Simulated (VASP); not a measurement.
Here is a VASP 6.6.1 calculation.

File INCAR:

```
PREC = Accurate
ENCUT = 520
EDIFF = 1E-6
ISMEAR = -1
SIGMA = 0.05
LREAL = False
LASPH = True
NELM = 60
ALGO = Normal
ISIF = 2
LWAVE = False
LCHARG = False
GGA = PE
IVDW = 12
IBRION = 2
NSW = 40
EDIFFG = -0.02
KPAR = 4
```

File KPOINTS:

```
regular mesh
0
Gamma
  6 6 1
```

The input POSCAR:

```
Ge4H
1.0
    4.0008101700      0.0000000000      0.0000000000
   -2.0004050800      3.4648032400      0.0000000000
    0.0000000000      0.0000000000     25.7366054200
Ge H
8 2
Direct
    0.0000000000      0.0000000000      0.2937450300
    0.6666666700      0.3333333300      0.3254765700
    0.6666666700      0.3333333300      0.4206711700
    0.3333333300      0.6666666700      0.4524027000
    0.3333333300      0.6666666700      0.5475973000
    0.0000000000      0.0000000000      0.5793288300
    0.0000000000      0.0000000000      0.6745234300
    0.6666666700      0.3333333300      0.7062549700
    0.6666666700      0.3333333300      0.7668690200
    0.0000000000      0.0000000000      0.2331309800
```

Potentials or basis: VASP PAW PBE potentials, release 64 (Ge_d, H).

The run is started by

```console
$ cat potpaw_PBE.64/Ge_d/POTCAR potpaw_PBE.64/H/POTCAR > POTCAR
$ mpirun -np 4 vasp_std > vasp.out
```

(1) Predict the band gap on the k mesh.

(2) What does it give for the dispersion energy per atom?

(3) What does it give for the energy gained by relaxing?

## Answers

(1) 0.45 eV, direct.

(2) -0.208 eV.

(3) 0.4 meV/atom.
